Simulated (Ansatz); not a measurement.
Crystal: PbS.

```xyz
4
Lattice="2.0800 -5.9913 0.0000 2.0800 5.9913 0.0000 0.0000 0.0000 4.2793" Properties=species:S:1:pos:R:3 pbc="T T T"
Pb    2.0800    4.4268    1.0698
Pb    2.0800   -4.4268    3.2095
S     2.0800    1.7399    1.0698
S     2.0800   -1.7399    3.2095
```

Measurements of this composition are mostly on another form, of space group No. 225.

Base run:

```yaml
Program: Ansatz 0.2.0
Functional: LDA
Potentials_or_basis: Ansatz PAW
Cutoff: "420 eV (not typed: the program's choice for these potentials)"
k_mesh: 7 × 7 × 6
Occupations: fermi-dirac, width 0.05 eV
Spin: no spin polarisation
```

Its results: band gap on the k mesh 1.11 eV, indirect (least direct gap 1.29 eV); pressure -3.5 GPa; largest force 0.113 eV/Å.

Task: The run is repeated on the same cell with these changes: functional from LDA to r2SCAN; cutoff from 420 eV (not typed: the program's choice for these potentials) to 500 eV (not typed: the program's choice for these potentials). What comes out?

Result: Band gap on the k mesh 1.53 eV, indirect (least direct gap 1.79 eV); pressure -0.1 GPa; largest force 0.038 eV/Å.

r2SCAN gives the wider gap, since meta-GGAs in the generalised Kohn-Sham scheme recover part of the derivative discontinuity.

Caveats: the k mesh misses the band edges, so the gap on the mesh is wider than the one along the path; spin-orbit coupling is left out, which as a rule narrows the gap of such compounds by several tenths of an eV; the PAW data sets come from PBE, with cores solved anew for the run's functional, which leaves a small shift of forces and pressure.
